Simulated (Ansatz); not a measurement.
AlSb: pressure 0.7 GPa

Take AlSb in the zinc blende structure (space group F-43m, No. 216; a = 6.157 Å) as the base.

The change: a hydrostatic pressure of 0.7 GPa.

All numbers come from PBEsol (Ansatz, a quantum-chemistry and plane-wave program; PAW; 420 eV plane waves; no SOC). k-mesh 13×13×13 (Γ-centred); smearing 0.05 eV (Fermi–Dirac).

| quantity | base | changed | shift |
|---|---|---|---|
| volume per atom | 29.18 Å³ | 28.81 Å³ | -0.362 Å³ |
| density | 4.23 g/cm³ | 4.29 g/cm³ | +0.053 g/cm³ |
| band gap | 1.14 eV | 1.12 eV | -0.02 eV |
| gap character | indirect, Γ → Γ–X (92 % along) | indirect, Γ → Γ–X (92 % along) | – |
| smallest direct gap | 1.47 eV | 1.57 eV | +0.10 eV |
| width of the top valence band | 2.73 eV | 2.77 eV | +0.04 eV |
| electron mass | 2.8 mₑ along k, 0.22 mₑ across (off the special points) | 2.8 mₑ along k, 0.22 mₑ across (off the special points) | – |
| hole mass (degenerate bands, along [100]) | 0.086, 0.35, 0.35 mₑ (at Γ) | 0.091, 0.35, 0.35 mₑ (at Γ) | – |
| valley order (the lowest conduction-band minima on the path, energy above the VBM, named in the base's zone) | a point along ⟨100⟩, about 0.9 Å⁻¹ from Γ 1.14 eV; L along ⟨111⟩ 1.28 eV; Γ 1.47 eV | a point along ⟨100⟩, about 0.9 Å⁻¹ from Γ 1.12 eV; L along ⟨111⟩ 1.31 eV; Γ 1.57 eV | – |

Final structure:

```
AlSb
1.0
    0.00000     3.06575     3.06575
    3.06575     0.00000     3.06575
    3.06575     3.06575     0.00000
Sb Al
1 1
Direct
  0.75000   0.75000   0.75000
  0.00000   0.00000   0.00000
```

Cost of the whole job for the changed cell (relaxation, final SCF and bands): around 22 core-seconds (rough).

With Sb present, leaving out spin-orbit coupling can change the band edges. Load acts through the strain it causes; cell and atoms are relaxed under it. Masses are band curvatures over ±0.01 Å⁻¹ around the edge. Along k means along the line from Γ to the band edge. Stability against distortions was not tested.
